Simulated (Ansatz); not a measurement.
# Copper, diamond: HSE06 after PBE

How do the levels change when part of the exchange is made exact, and what does it cost? Spin polarisation is left out. The geometry was relaxed under PBE beforehand and is kept. Exact exchange is dear, so the k-mesh is coarse, and PBE is run on the same mesh for comparison.

Computed with Ansatz 0.2.0 (DFT, plane waves (420 eV) with PBE-made PAW files, scalar-relativistic; functionals as named at each step, unless a step says otherwise).

## 1. The starting structure

The structure is cubic, space group Fd-3m (No. 227). The conventional cell has a = 5.350 Å, b = 5.350 Å, c = 5.350 Å, α = 90.00°, β = 90.00°, γ = 90.00°. Around Cu (site symmetry -43m) lie 4 Cu at 2.32 Å.

Structure file:

```
CELL_PARAMETERS angstrom
0.00000 2.67521 2.67521
2.67521 0.00000 2.67521
2.67521 2.67521 0.00000
ATOMIC_POSITIONS crystal
Cu 0.12500 0.12500 0.12500
Cu 0.87500 0.87500 0.87500
```

## 2. PBE, coarse mesh

The run with PBE.

input.yaml

```yaml
crystal:
  lattice:
    - [0.0, 2.6752136221, 2.6752136221]
    - [2.6752136221, 0.0, 2.6752136221]
    - [2.6752136221, 2.6752136221, 0.0]
  atoms:
    - { symbol: Cu, position: [0.125, 0.125, 0.125] }
    - { symbol: Cu, position: [0.875, 0.875, 0.875] }
hamiltonian:
  xc: pbe
  pseudopotentials:
    kind: paw
    azcp:
      Cu: "pseudopotentials/Cu.paw.azcp"
basis:
  ecutwfc: 420
  fft_grid_basis: typed
kpoints:
  mp_grid: { grid: [5, 5, 5], shift: [0, 0, 0] }
magnetization:
  spin_polarized: false
scf:
  occupations: { method: fermi_dirac, width: 0.1 }
```

Command:

```sh
$ ansatz run input.yaml --threads 4 --pin off --max-ram 8192MiB --backend cpu --events-out ev --progress --plain --runs-dir out
```

## 3. HSE06 on the coarse mesh

The run with HSE06.

input.yaml: that of step 2 with these lines changed.

```diff
@@ -9,3 +9,3 @@
 hamiltonian:
-  xc: pbe
+  xc: hse06
   pseudopotentials:
```

(Steps that only read results are left out.)

Q: Predict the outcome of this session. Wanted: PBE: gap; HSE06: gap; HSE06: relative to fcc.

**Answer**, as computed:

```
                         quantity                         value
                         PBE: gap  none (levels filled in part)
                       HSE06: gap  none (levels filled in part)
HSE06: SCF cycles, exchange loops                         19, 2
 HSE06: CPU time over that of PBE                            15
           HSE06: relative to fcc                +1056 meV/atom
```

What this shows: Both PBE and HSE06 leave levels filled in part. HSE06 cost 15 times the CPU time of PBE. The exchange operator of HSE06 was renewed in 2 outer loops. To compare with dense-mesh energies, the change of PBE from this mesh and smearing to its dense run (-0.2 meV/atom, from a run not shown) is added. Under HSE06 it lies 1056 meV/atom above fcc (computed apart in the same way); on such meshes a few tens of meV are uncertain for metals. The total energies in the logs cannot be compared from one functional to another.
